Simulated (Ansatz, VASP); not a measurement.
One calculation of Nb, two programs

The input INCAR:

```
  ALGO = Fast
  EDIFF = 1E-6
  ENCUT = 520
  GGA = PS
  ISIF = 2
  ISMEAR = 0
  LASPH = True
  LCHARG = False
  LREAL = False
  LWAVE = False
  NBANDS = 12
  NELM = 80
  PREC = Accurate
  SIGMA = 0.15
```

The input KPOINTS:

```
k-points
0
Gamma
  22 22 22
```

Contents of POSCAR:

```
Nb
1.0
   -1.6867466684      1.6867466684      1.6192768017
    1.6867466684     -1.6867466684      1.6192768017
    1.6867466684      1.6867466684     -1.6192768017
Nb
1
Direct
    0.0000000000      0.0000000000      0.0000000000
```

Input for Ansatz:

```yaml
crystal:
  lattice:
    - [-1.6867466684, 1.6867466684, 1.6192768017]
    - [1.6867466684, -1.6867466684, 1.6192768017]
    - [1.6867466684, 1.6867466684, -1.6192768017]
  atoms:
    - { symbol: Nb, position: [0.0, 0.0, 0.0] }
basis:
  ecutwfc: 420
kpoints:
  mp_grid: { grid: [22, 22, 22] }
hamiltonian:
  xc: pbesol
scf:
  occupations: { method: gaussian, width: 0.15 }
output:
  forces: true
  stress: true
  eigenvalues: true
```

Alike in both runs: task single point; functional PBEsol; k mesh 22 × 22 × 22; occupations gaussian, width 0.15 eV; no spin polarisation.

|  | VASP | Ansatz |
| --- | --- | --- |
| version | VASP 6.6.1 | Ansatz 0.2.0 |
| potentials or method | VASP PAW PBE potentials, release 64 (Nb_sv) | scalar-relativistic, plane waves, PAW |
| plane-wave cutoff (eV) | 520 | 420 |
| valence electrons in the cell | 13 | 13 |

VASP gave:

- gap on the k mesh at the Fermi level (eV): none
- pressure (GPa): -8.6
- largest component of the traceless stress (GPa): 2.50

Task: Estimate Ansatz's values.

Result: gap on the k mesh at the Fermi level (eV): none; pressure (GPa): -8.3; largest component of the traceless stress (GPa): 2.50.

A gap of «none» marks a metal or a gap that the smearing closes. With one functional, cell and mesh, what is left measures potentials, basis and numerics.

Caveats: the PAW data sets were made with another functional, which shifts forces and pressure a little (VASP).
